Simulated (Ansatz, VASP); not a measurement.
Two plane-wave programs on MoH5

```
H Mo
1.0
     3.05064    0.00000    0.00000
     0.00000    3.05064    0.00000
     0.00000    0.00000    3.44261
H Mo
5 1
Direct
  0.00000 0.50000 0.50000
  0.50000 0.00000 0.50000
  0.00000 0.00000 0.86526
  0.00000 0.00000 0.13474
  0.50000 0.50000 0.50000
  0.50000 0.50000 0.00000
```

Alike in both runs: functional PBE; k mesh 6 × 6 × 4; occupations gaussian, width 0.1 eV; no spin polarisation.

Ansatz relaxed the structure, and its values are those at the end. VASP's run is a single point on that final structure, the one shown.

```csv
,VASP,Ansatz
version,VASP 6.6.1,Ansatz 0.2.0
potentials or method,"VASP PAW PBE potentials, release 64 (H, Mo_sv)","scalar-relativistic, plane waves, PAW"
plane-wave cutoff (eV),520,420
valence electrons in the cell,19,19
```

```csv
,VASP,Ansatz,Ansatz less VASP
gap on the k mesh at the Fermi level (eV),none,none,-
pressure (GPa),-0.3,-0.2,+0.07
rms of the force components (eV/Å),0.005,0.005,0.0000
```

A gap of «none» marks a metal or a gap that the smearing closes. With one functional, cell and mesh, what is left measures potentials, basis and numerics.

Caveats: the k mesh is coarse (spacing up to 0.46 Å⁻¹), so the values aren't converged.
